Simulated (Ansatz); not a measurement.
# Phosphorus, beta-Sn type under LDA: structure, energy and stiffness, part 2 of 2

The plan for phosphorus in the beta-Sn type structure: relax it, solve it on a dense k-mesh, switch on spin-orbit coupling, then scale the cell to 7 volumes from 88 to 112 % of the relaxed one and try a fit of the equation of state. The k-meshes are 13×13×9 for the relaxation; 21×21×15 for the dense run; 13×13×9 for spin-orbit coupling; 15×15×11 for the volumes.

Ansatz 0.2.0; DFT, LDA (PW92), plane waves (420 eV) with PAW, scalar-relativistic.

## (3) Dense single point

Contents of input.yaml:

```yaml
crystal:
  lattice:
    - [-2.4078277435, 2.7517846007, 1.2630187737]
    - [2.7517846007, -2.4078277435, 1.2630187737]
    - [2.3220418823, 2.3220418823, -0.6330611597]
  atoms:
    - { symbol: P, position: [0.9754012375, 0.0245987625, 0.0] }
    - { symbol: P, position: [0.7745987625, 0.2254012375, 0.5] }
hamiltonian:
  xc: lda
  pseudopotentials:
    kind: paw
    azcp:
      P: "pseudopotentials/P.paw.azcp"
basis:
  ecutwfc: 420
  fft_grid_basis: typed
kpoints:
  mp_grid: { grid: [21, 21, 15], shift: [0, 0, 0] }
magnetization:
  spin_polarized: false
scf:
  occupations: { method: fermi_dirac, width: 0.1 }
```

Standard output, shortened:

```text
Warning: <dir> the record states the generating functional pbe (its physics header spells it `PBE`), which answers neither for hamiltonian.xc's functional nor for the lda family's — results may be inconsistent (PPs are generated against a specific XC)
Warning: RAYON_NUM_THREADS=2 ignored (pool sized by the plan → 2); use --threads N
[...]
Pseudopotentials: kind: paw
Pseudopotential: P, paw, valence charge 5, recommended cutoff 420 eV (normal), <dir>
Functional definition: SPW92
[...]
Crystal: 2 atoms, lattice volume = 31.388 Å³
Basis set: ecut = 420 eV, 611 PW (Γ)
[...]
Symmetry: 4 space group operations
Space group: C2/c (ITA 15), of the structure as read, at distance tolerance 3.2e-5 Å
k-points: 1738 of 6615
[...]
SCF iter   1: F=—  HF=-1451.687923 eV  |F-HF|=—  |Δ(HF+E_count)|=         —  Δρ=5.10e-3  dr2=7.53e-3  ethr=1.77e-3  ⟨swp⟩=6.2  Hψ=134978  notcnv=0
[...]
SCF iter   6: F=-1451.685095 eV  HF=-1451.685095 eV  |F-HF|=7.38e-8  |Δ(HF+E_count)|=   2.01e-7  Δρ=1.54e-5  dr2=9.79e-8  ethr=1.00e-9  ⟨swp⟩=2.6  Hψ=32903  notcnv=0
[...]
SCF converged after 6 iterations
Free energy (F): -1451.685095 eV
[...]
E sigma→0 (E₀):  -1451.674586 eV
Entropy (-TS):   -0.021018 eV (-10.509 meV/atom)
Fermi energy:    9.714922 eV
[...]
```

Wall time 14 s (2 threads of an Arm CPU, shared host); peak memory 0.72 GiB.

## (4) A two-component run at the same geometry

input.yaml, as its differences from that of step 3:

```diff
@@ -11,3 +11,3 @@
   pseudopotentials:
-    kind: paw
+    kind: paw_fr
     azcp:
@@ -18,5 +18,6 @@
 kpoints:
-  mp_grid: { grid: [21, 21, 15], shift: [0, 0, 0] }
+  mp_grid: { grid: [13, 13, 9], shift: [0, 0, 0] }
 magnetization:
-  spin_polarized: false
+  noncollinear: true
+  spin_orbit: true
 scf:
```

Standard output, shortened:

```text
Warning: <dir> the record states the generating functional pbe (its physics header spells it `PBE`), which answers neither for hamiltonian.xc's functional nor for the lda family's — results may be inconsistent (PPs are generated against a specific XC)
Warning: RAYON_NUM_THREADS=2 ignored (pool sized by the plan → 2); use --threads N
[...]
Pseudopotentials: kind: paw_fr
Pseudopotential: P, paw_fr, valence charge 5, recommended cutoff 420 eV (normal), <dir>
[... 1 set-up line as earlier in the session ...]
[...]
SCF iter   7: F=-1451.694658 eV  HF=-1451.694658 eV  |F-HF|=1.49e-10  |Δ(HF+E_count)|=   2.46e-8  Δρ=1.74e-6  dr2=5.77e-10  dr2_m=0.00e0 (ungated)  ethr=1.00e-9  |M|=0.00e0 ∫|m|=0.00e0 μB  |m|>n=0.0e0 m-floor=0.0e0 τ_xc=0.0e0  ⟨swp⟩=2.2  Hψ=7490  notcnv=0
[...]
SCF converged after 7 iterations
Magnetization: |M| = 0.0000 μB,  M = (+0.0000, +0.0000, +0.0000) μB
Absolute magnetization: 0.0000 μB (∫|m|)
  site 0: m = (+0.0000, +0.0000, +0.0000) μB, |m| = 0.0000 μB  (R = 0.92 Å)
  site 1: m = (+0.0000, +0.0000, +0.0000) μB, |m| = 0.0000 μB  (R = 0.92 Å)
Free energy (F): -1451.694658 eV
[...]
E sigma→0 (E₀):  -1451.685307 eV
Entropy (-TS):   -0.018701 eV (-9.350 meV/atom)
Fermi energy:    9.746269 eV
[...]
```

Run time: 14 s. Hardware: 2 threads of an Arm CPU, shared host; peak memory 0.6 GiB.

Side by side:

|  | scalar-relativistic | with spin-orbit coupling |
| --- | --- | --- |
| k-mesh | 21×21×15 | 13×13×9 |
| gap on the mesh | none (levels filled in part) | none (levels filled in part) |

The meshes differ, so small differences between the columns need not come from spin-orbit coupling.

## (5) Equation of state: 88 %

Contents of input.yaml:

```yaml
crystal:
  lattice:
    - [-2.3073827325, 2.6369910756, 1.2103306464]
    - [2.6369910756, -2.3073827325, 1.2103306464]
    - [2.2251755167, 2.2251755167, -0.6066523623]
  atoms:
    - { symbol: P, position: [0.9754012375, 0.0245987625, 0.0] }
    - { symbol: P, position: [0.7745987625, 0.2254012375, 0.5] }
hamiltonian:
  xc: lda
  pseudopotentials:
    kind: paw
    azcp:
      P: "pseudopotentials/P.paw.azcp"
basis:
  ecutwfc: 420
  fft_grid_basis: typed
kpoints:
  mp_grid: { grid: [15, 15, 11], shift: [0, 0, 0] }
magnetization:
  spin_polarized: false
scf:
  occupations: { method: fermi_dirac, width: 0.1 }
  lower_state_search: "off"
output:
  stress: true
```

Standard output, shortened:

```text
Warning: <dir> the record states the generating functional pbe (its physics header spells it `PBE`), which answers neither for hamiltonian.xc's functional nor for the lda family's — results may be inconsistent (PPs are generated against a specific XC)
Warning: RAYON_NUM_THREADS=2 ignored (pool sized by the plan → 2); use --threads N
[...]
[... 3 set-up lines as earlier in the session ...]
[...]
Crystal: 2 atoms, lattice volume = 27.621 Å³
Basis set: ecut = 420 eV, 537 PW (Γ)
[...]
SCF iter   7: F=-1451.505908 eV  HF=-1451.505908 eV  |F-HF|=1.89e-9  |Δ(HF+E_count)|=   6.16e-8  Δρ=2.57e-6  dr2=2.46e-9  ethr=1.00e-9  ⟨swp⟩=4.5  Hψ=18863  notcnv=0
[...]
SCF converged after 7 iterations
Free energy (F): -1451.505908 eV
[...]
E sigma→0 (E₀):  -1451.495700 eV
Entropy (-TS):   -0.020417 eV (-10.209 meV/atom)
Fermi energy:    11.723236 eV
[...]
--- Stress (GPa, compression-positive) ---
       18.468633       2.462710      -1.041170
        2.462710      18.468633      -1.041170
       -1.041170      -1.041170      13.546014
  P = ⅓ Tr σ = 16.8278 GPa (168.278 kbar)
```

Wall time 5.8 s (2 threads of an Arm CPU, shared host); peak memory 0.43 GiB.

## (6) Equation of state: 92 %

input.yaml, as its differences from that of step 5:

```diff
@@ -2,5 +2,5 @@
   lattice:
-    - [-2.3073827325, 2.6369910756, 1.2103306464]
-    - [2.6369910756, -2.3073827325, 1.2103306464]
-    - [2.2251755167, 2.2251755167, -0.6066523623]
+    - [-2.3418263588, 2.6763549548, 1.2283979466]
+    - [2.6763549548, -2.3418263588, 1.2283979466]
+    - [2.2583919887, 2.2583919887, -0.6157082103]
   atoms:
```

Standard output, shortened:

```text
Warning: <dir> the record states the generating functional pbe (its physics header spells it `PBE`), which answers neither for hamiltonian.xc's functional nor for the lda family's — results may be inconsistent (PPs are generated against a specific XC)
Warning: RAYON_NUM_THREADS=2 ignored (pool sized by the plan → 2); use --threads N
[...]
[... 3 set-up lines as earlier in the session ...]
[...]
Crystal: 2 atoms, lattice volume = 28.877 Å³
Basis set: ecut = 420 eV, 581 PW (Γ)
[...]
SCF iter   7: F=-1451.610545 eV  HF=-1451.610545 eV  |F-HF|=1.67e-9  |Δ(HF+E_count)|=   5.20e-8  Δρ=2.35e-6  dr2=2.17e-9  ethr=1.00e-9  ⟨swp⟩=4.5  Hψ=18925  notcnv=0
[...]
SCF converged after 7 iterations
Free energy (F): -1451.610545 eV
[...]
E sigma→0 (E₀):  -1451.600443 eV
Entropy (-TS):   -0.020204 eV (-10.102 meV/atom)
Fermi energy:    11.013325 eV
[...]
--- Stress (GPa, compression-positive) ---
       11.159842       1.439898      -0.648570
        1.439898      11.159842      -0.648570
       -0.648570      -0.648570       7.987878
  P = ⅓ Tr σ = 10.1025 GPa (101.025 kbar)
```

Wall time 6 s (2 threads of an Arm CPU, shared host); peak memory 0.43 GiB.

## (7) Equation of state: 96 %

input.yaml, as its differences from that of step 6:

```diff
@@ -2,5 +2,5 @@
   lattice:
-    - [-2.3418263588, 2.6763549548, 1.2283979466]
-    - [2.6763549548, -2.3418263588, 1.2283979466]
-    - [2.2583919887, 2.2583919887, -0.6157082103]
+    - [-2.3752855415, 2.7145937633, 1.2459488599]
+    - [2.7145937633, -2.3752855415, 1.2459488599]
+    - [2.2906590909, 2.2906590909, -0.6245052304]
   atoms:
```

Standard output, shortened:

```text
Warning: <dir> the record states the generating functional pbe (its physics header spells it `PBE`), which answers neither for hamiltonian.xc's functional nor for the lda family's — results may be inconsistent (PPs are generated against a specific XC)
Warning: RAYON_NUM_THREADS=2 ignored (pool sized by the plan → 2); use --threads N
[...]
[... 3 set-up lines as earlier in the session ...]
[...]
Crystal: 2 atoms, lattice volume = 30.132 Å³
Basis set: ecut = 420 eV, 595 PW (Γ)
[...]
SCF iter   7: F=-1451.667376 eV  HF=-1451.667376 eV  |F-HF|=1.41e-9  |Δ(HF+E_count)|=   4.58e-8  Δρ=2.05e-6  dr2=1.82e-9  ethr=1.00e-9  ⟨swp⟩=4.4  Hψ=18858  notcnv=0
[...]
SCF converged after 7 iterations
Free energy (F): -1451.667376 eV
[...]
E sigma→0 (E₀):  -1451.657394 eV
Entropy (-TS):   -0.019964 eV (-9.982 meV/atom)
Fermi energy:    10.350449 eV
[...]
--- Stress (GPa, compression-positive) ---
        5.200918       0.603429      -0.344357
        0.603429       5.200918      -0.344357
       -0.344357      -0.344357       3.341071
  P = ⅓ Tr σ = 4.5810 GPa (45.810 kbar)
```

Run time: 6.7 s. Hardware: 2 threads of an Arm CPU, shared host; peak memory 0.44 GiB.

## (8) Equation of state: 100 %

input.yaml, as its differences from that of step 7:

```diff
@@ -2,5 +2,5 @@
   lattice:
-    - [-2.3752855415, 2.7145937633, 1.2459488599]
-    - [2.7145937633, -2.3752855415, 1.2459488599]
-    - [2.2906590909, 2.2906590909, -0.6245052304]
+    - [-2.4078277435, 2.7517846007, 1.2630187737]
+    - [2.7517846007, -2.4078277435, 1.2630187737]
+    - [2.3220418823, 2.3220418823, -0.6330611597]
   atoms:
```

Standard output, shortened:

```text
Warning: <dir> the record states the generating functional pbe (its physics header spells it `PBE`), which answers neither for hamiltonian.xc's functional nor for the lda family's — results may be inconsistent (PPs are generated against a specific XC)
Warning: RAYON_NUM_THREADS=2 ignored (pool sized by the plan → 2); use --threads N
[...]
[... 3 set-up lines as earlier in the session ...]
[...]
Crystal: 2 atoms, lattice volume = 31.388 Å³
Basis set: ecut = 420 eV, 611 PW (Γ)
[...]
SCF iter   7: F=-1451.684925 eV  HF=-1451.684925 eV  |F-HF|=1.71e-9  |Δ(HF+E_count)|=   5.15e-8  Δρ=2.24e-6  dr2=2.22e-9  ethr=1.00e-9  ⟨swp⟩=4.8  Hψ=19520  notcnv=0
[...]
SCF converged after 7 iterations
Free energy (F): -1451.684925 eV
[...]
E sigma→0 (E₀):  -1451.674970 eV
Entropy (-TS):   -0.019911 eV (-9.956 meV/atom)
Fermi energy:    9.731056 eV
[...]
--- Stress (GPa, compression-positive) ---
        0.341696      -0.077768      -0.108681
       -0.077768       0.341696      -0.108681
       -0.108681      -0.108681      -0.535042
  P = ⅓ Tr σ = 0.0494 GPa (0.494 kbar)
```

Wall time 6.9 s (2 threads of an Arm CPU, shared host); peak memory 0.45 GiB.

## (9) Equation of state: 104 %

input.yaml, as its differences from that of step 8:

```diff
@@ -2,5 +2,5 @@
   lattice:
-    - [-2.4078277435, 2.7517846007, 1.2630187737]
-    - [2.7517846007, -2.4078277435, 1.2630187737]
-    - [2.3220418823, 2.3220418823, -0.6330611597]
+    - [-2.4395133211, 2.7879964455, 1.2796393477]
+    - [2.7879964455, -2.4395133211, 1.2796393477]
+    - [2.3525985691, 2.3525985691, -0.6413918672]
   atoms:
@@ -26 +26,5 @@
   stress: true
+  write_density: true
+  write_potential: true
+  elf: true
+  volumetric_format: npy
```

Standard output, shortened:

```text
Warning: <dir> the record states the generating functional pbe (its physics header spells it `PBE`), which answers neither for hamiltonian.xc's functional nor for the lda family's — results may be inconsistent (PPs are generated against a specific XC)
Warning: RAYON_NUM_THREADS=2 ignored (pool sized by the plan → 2); use --threads N
[...]
[... 3 set-up lines as earlier in the session ...]
[...]
Crystal: 2 atoms, lattice volume = 32.643 Å³
Basis set: ecut = 420 eV, 659 PW (Γ)
[...]
SCF converged after 7 iterations
Free energy (F): -1451.670292 eV
[...]
E sigma→0 (E₀):  -1451.660345 eV
Entropy (-TS):   -0.019894 eV (-9.947 meV/atom)
Fermi energy:    9.152901 eV
[...]
--- Stress (GPa, compression-positive) ---
       -3.621117      -0.640825       0.077925
       -0.640825      -3.621117       0.077925
        0.077925       0.077925      -3.743061
  P = ⅓ Tr σ = -3.6618 GPa (-36.618 kbar)
--- Band table (eV; the first three rows and the last of 664) ---
  k-point 0: bands = ["-6.5656", "2.0727", "4.4182", "4.7025", "9.6569", "13.0531", "13.8401", "15.3973", "15.6651"]
[...]
```

Run time: 9.9 s. Hardware: 2 threads of an Arm CPU, shared host; peak memory 0.46 GiB.

The maps below are laid out on this run's own conventional cell (a, b, c = 2.606, 7.393, 3.388 Å).

Density in a lattice plane of the grid's cell (edges 7.39 and 3.39 Å, at 0.000 of the third edge), which holds P.

Ten even steps from '0' (0.05 e/Å³) to '9' (0.79 e/Å³):
```
487310000123321000135884
764200001112111112457998
421111121110000246789975
110012332100001368448853
000013443100001387105742
110012332100001368448853
421111121110000246789975
764200001112111112457998
487310000123321000135884
078310000134431000024740
```
Columns run along the first of these edges and rows up along the second, over one cell in 24 and 10 even steps from the bottom left corner. Atoms in the plane (fractional): P at (0.98, 0.00), P at (0.77, 0.50).

ELF in the same plane.

Ten even steps from '0' (0.00) to '9' (0.93):
```
179830001245542111357851
788411111123321246778997
764212332111111488779987
311124554210003897115875
100135665210004996001653
311124554210003897115875
764212332111111488779987
788411111123321246778997
179830001245542111357851
069940001256653100135610
```
Columns run along the first of these edges and rows up along the second, over one cell in 24 and 10 even steps from the bottom left corner. Atoms in the plane (fractional): P at (0.98, 0.00), P at (0.77, 0.50).

Both are smooth fields of the valence electrons: close to the nuclei they are not physical.

The highest ELF values outside the cores: 0.93 in the shell around P, 0.8 Å from P; 0.93 beside P, off the lines to its neighbours, 0.8 Å from P; 0.88 on the P–P line, 1.0 Å from P.

## (10) Equation of state: 108 %

input.yaml, as its differences from that of step 9:

```diff
@@ -2,5 +2,5 @@
   lattice:
-    - [-2.4395133211, 2.7879964455, 1.2796393477]
-    - [2.7879964455, -2.4395133211, 1.2796393477]
-    - [2.3525985691, 2.3525985691, -0.6413918672]
+    - [-2.470396515, 2.8232912866, 1.2958390339]
+    - [2.8232912866, -2.470396515, 1.2958390339]
+    - [2.3823814595, 2.3823814595, -0.6495116136]
   atoms:
@@ -26,5 +26 @@
   stress: true
-  write_density: true
-  write_potential: true
-  elf: true
-  volumetric_format: npy
```

Standard output, shortened:

```text
Warning: <dir> the record states the generating functional pbe (its physics header spells it `PBE`), which answers neither for hamiltonian.xc's functional nor for the lda family's — results may be inconsistent (PPs are generated against a specific XC)
Warning: RAYON_NUM_THREADS=2 ignored (pool sized by the plan → 2); use --threads N
[...]
[... 3 set-up lines as earlier in the session ...]
[...]
Crystal: 2 atoms, lattice volume = 33.899 Å³
Basis set: ecut = 420 eV, 675 PW (Γ)
[...]
SCF iter   7: F=-1451.629275 eV  HF=-1451.629275 eV  |F-HF|=2.40e-9  |Δ(HF+E_count)|=   6.13e-8  Δρ=2.26e-6  dr2=3.01e-9  ethr=1.00e-9  ⟨swp⟩=4.9  Hψ=20244  notcnv=0
[...]
SCF converged after 7 iterations
Free energy (F): -1451.629275 eV
[...]
E sigma→0 (E₀):  -1451.619347 eV
Entropy (-TS):   -0.019856 eV (-9.928 meV/atom)
Fermi energy:    8.612856 eV
[...]
--- Stress (GPa, compression-positive) ---
       -6.859004      -1.109262       0.226129
       -1.109262      -6.859004       0.226129
        0.226129       0.226129      -6.402334
  P = ⅓ Tr σ = -6.7068 GPa (-67.068 kbar)
```

It took 7.1 s on 2 threads of an Arm CPU, shared host; peak memory 0.46 GiB.

## (11) Equation of state: 112 %

input.yaml, as its differences from that of step 10:

```diff
@@ -2,5 +2,5 @@
   lattice:
-    - [-2.470396515, 2.8232912866, 1.2958390339]
-    - [2.8232912866, -2.470396515, 1.2958390339]
-    - [2.3823814595, 2.3823814595, -0.6495116136]
+    - [-2.5005262712, 2.8577250617, 1.3116435066]
+    - [2.8577250617, -2.5005262712, 1.3116435066]
+    - [2.4114377556, 2.4114377556, -0.6574332676]
   atoms:
@@ -26 +26,5 @@
   stress: true
+  write_density: true
+  write_potential: true
+  elf: true
+  volumetric_format: npy
```

Standard output, shortened:

```text
Warning: <dir> the record states the generating functional pbe (its physics header spells it `PBE`), which answers neither for hamiltonian.xc's functional nor for the lda family's — results may be inconsistent (PPs are generated against a specific XC)
Warning: RAYON_NUM_THREADS=2 ignored (pool sized by the plan → 2); use --threads N
[...]
[... 3 set-up lines as earlier in the session ...]
[...]
Crystal: 2 atoms, lattice volume = 35.154 Å³
Basis set: ecut = 420 eV, 691 PW (Γ)
[...]
SCF converged after 7 iterations
Free energy (F): -1451.566598 eV
[...]
E sigma→0 (E₀):  -1451.556654 eV
Entropy (-TS):   -0.019888 eV (-9.944 meV/atom)
Fermi energy:    8.107390 eV
[...]
--- Stress (GPa, compression-positive) ---
       -9.506447      -1.500312       0.343681
       -1.500312      -9.506447       0.343681
        0.343681       0.343681      -8.610007
  P = ⅓ Tr σ = -9.2076 GPa (-92.076 kbar)
--- Band table (eV; the first three rows and the last of 664) ---
  k-point 0: bands = ["-6.9093", "0.9693", "3.7516", "3.9735", "8.8937", "11.7127", "12.4734", "14.1198", "14.1282"]
[...]
```

It took 11 s on 2 threads of an Arm CPU, shared host; peak memory 0.47 GiB.

## (12) The equation of state

The cell was scaled evenly, with its shape and the fractional positions fixed.

| V (Å³/atom) | E − E₀ (meV/atom) | P from the stress (GPa) | P from the fit (GPa) |
| --- | --- | --- | --- |
| 13.811 | 89.6 | 16.83 | 16.88 |
| 14.438 | 37.3 | 10.10 | 10.11 |
| 15.066 | 8.8 | 4.58 | 4.58 |
| 15.694 | 0.0 | 0.05 | 0.06 |
| 16.322 | 7.3 | -3.66 | -3.66 |
| 16.949 | 27.8 | -6.71 | -6.71 |
| 17.577 | 59.1 | -9.21 | -9.22 |

A third-order Birch-Murnaghan fit gives V₀ = 15.703 Å³/atom, B₀ = 102 GPa and B₀′ = 3.9; it misses no point by more than 0.03 meV/atom.

## (13) Outcome

What follows sums up all 2 parts.

| quantity | value |
| --- | --- |
| space group (spins left aside) | Cmcm (No. 63) |
| conventional cell | a = 2.572 Å, b = 7.297 Å, c = 3.344 Å |
| volume | 15.694 Å³/atom |
| shortest distance | 2.223 Å |
| gap on the mesh | none (levels filled in part) |
| relative to black phosphorus | +120 meV/atom |
| V₀, B₀, B₀′ | 15.703 Å³/atom, 102 GPa, 3.9 |

What this shows: The relaxation shrank the cell by 1.8 % in volume. What began as beta-Sn type has relaxed into Cmcm. What follows belongs to that structure, not to the type named at the start. The mesh has less symmetry than the lattice, which may have let the distortion in. Against the reference form of phosphorus (black phosphorus, computed apart with the same settings) it stands 120 meV/atom higher. Levels at the Fermi energy are filled in part, as in a metal. The total energy of the spin-orbit run (on a coarser mesh) lies -5 meV/atom from the scalar one; mesh and treatment of the core enter this figure, so it is no spin-orbit energy. B₀ comes out at 102 GPa; letting shape and positions relax at each volume could only lower it.
